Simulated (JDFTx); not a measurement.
Crystal: SrO.

```
CELL_PARAMETERS angstrom
0.00000 2.56630 2.56630
2.56630 0.00000 2.56630
2.56630 2.56630 0.00000
ATOMIC_POSITIONS crystal
Sr 0.50000 0.50000 0.50000
O 0.00000 0.00000 0.00000
```

- Program: JDFTx 1.7.0 (patched build)
- Task: single point
- Functional: PBE
- Potentials or basis: PseudoDojo-SR-PBE-0.5-standard
- Cutoff: 1143 eV
- Density cutoff: 4572 eV
- k mesh: 9 × 9 × 9
- Occupations: fermi-dirac, width 0.05 eV
- Spin: no spin polarisation

On this cell: pressure 3.1 GPa; band gap on the k mesh 3.38 eV, indirect (least direct gap 3.46 eV).

The same run follows on a disturbed copy (atoms moved at random, drawn with an rms of 0.05 Å):

```xyz
2
Lattice="0.0000 2.5663 2.5663 2.5663 0.0000 2.5663 2.5663 2.5663 0.0000" Properties=species:S:1:pos:R:3 pbc="T T T"
Sr    2.5737    2.5770    2.5530
O    -0.0179    0.0448    0.0521
```

Problem. What does the disturbed cell give?

Solution. The energy moves by +3.4 meV/atom; pressure 3.2 GPa; band gap on the k mesh 3.41 eV, indirect (least direct gap 3.48 eV).

Stress tensor (GPa, compression positive):
```
 3.08  0.01  0.03
 0.01  3.14 -0.03
 0.03 -0.03  3.49
```

Caveats: an odd mesh through Γ misses points on the zone boundary, where band edges often lie.
